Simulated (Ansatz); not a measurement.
# Si: the cost of one run

Method: DFT, PBE, PAW hard, scalar-relativistic, in Ansatz 0.2 development build.

## (1) The starting structure

Symmetry: Cm, No. 8, monoclinic system. Conventional cell: a = 7.681 Å, b = 7.681 Å, c = 5.431 Å, α = 90.00°, β = 90.00°, γ = 90.00°. Si (site symmetry m) has 4 Si at 2.30 to 2.38 Å as nearest neighbours. Around Si (site symmetry m) lie 4 Si at 2.30 to 2.35 Å. Around Si (site symmetry m) lie 4 Si at 2.35 Å. Si (site symmetry 1) is surrounded by 4 Si at 2.35 Å. Si (site symmetry 1) has 4 Si at 2.35 to 2.37 Å as nearest neighbours.

The space group Cm holds at a tolerance of 0.01 Å; at 0.001 Å the coordinates give P1. Cell or atoms stand a little off a more symmetric structure (Fd-3m at a tolerance of 0.3 Å), so results at this geometry aren't those of that ideal crystal.

As a file:

```cif
data_structure
_symmetry_space_group_name_H-M 'P 1'
_symmetry_Int_Tables_number 1
_cell_length_a 5.4310
_cell_length_b 5.4310
_cell_length_c 5.4310
_cell_angle_alpha 90.000
_cell_angle_beta 90.000
_cell_angle_gamma 90.000
_cell_volume 160.19
loop_
_atom_site_label
_atom_site_type_symbol
_atom_site_fract_x
_atom_site_fract_y
_atom_site_fract_z
_atom_site_occupancy
Si1 Si 0.00737 0.00442 0.00331 1
Si2 Si 0.25000 0.25000 0.25000 1
Si3 Si 0.00000 0.50000 0.50000 1
Si4 Si 0.25000 0.75000 0.75000 1
Si5 Si 0.50000 0.00000 0.50000 1
Si6 Si 0.75000 0.25000 0.75000 1
Si7 Si 0.50000 0.50000 0.00000 1
Si8 Si 0.75000 0.75000 0.25000 1
```

## (2) The calculation

Contents of input.yaml:

```yaml
crystal:
  lattice:
    - [5.4310, 0.0000, 0.0000]
    - [0.0000, 5.4310, 0.0000]
    - [0.0000, 0.0000, 5.4310]
  atoms:
    - { symbol: Si, position: [0.00736513, 0.00441908, 0.00331431] }
    - { symbol: Si, position: [0.25000000, 0.25000000, 0.25000000] }
    - { symbol: Si, position: [0.00000000, 0.50000000, 0.50000000] }
    - { symbol: Si, position: [0.25000000, 0.75000000, 0.75000000] }
    - { symbol: Si, position: [0.50000000, 0.00000000, 0.50000000] }
    - { symbol: Si, position: [0.75000000, 0.25000000, 0.75000000] }
    - { symbol: Si, position: [0.50000000, 0.50000000, 0.00000000] }
    - { symbol: Si, position: [0.75000000, 0.75000000, 0.25000000] }
  symmetry: { detect: false }
kpoints: { mp_grid: { grid: [1, 1, 1], shift: [0.5, 0.5, 0.5] } }
hamiltonian: { xc: pbe, pseudopotentials: { kind: paw, source: ansatz } }
scf: { max_iter: 300, convergence: { dr2_threshold: 1.0e-9 eV }, occupations: { method: fixed } }
output: { active_space: { bands: [v16, c1], virtuals_per_pair: 2, afqmc: { sampling_time: 1.2, walkers: 256, unpaired_electrons: 2, seed: 2, other_structures: [../a-s8v2up.export.1/out.active_space, ../a-s8v2um.export.1/out.active_space] } } }
```

Launch:

```sh
> ansatz run input.yaml --threads 11 --events-out ev
```

Q: Estimate wall time and peak memory on 1 × NVIDIA GB300 Max-Q with 11 threads of Arm Neoverse V2 (Grace), shared host.

About 4.9 min, with a peak of 1.6 GiB on the host and 11 GiB on a GPU.
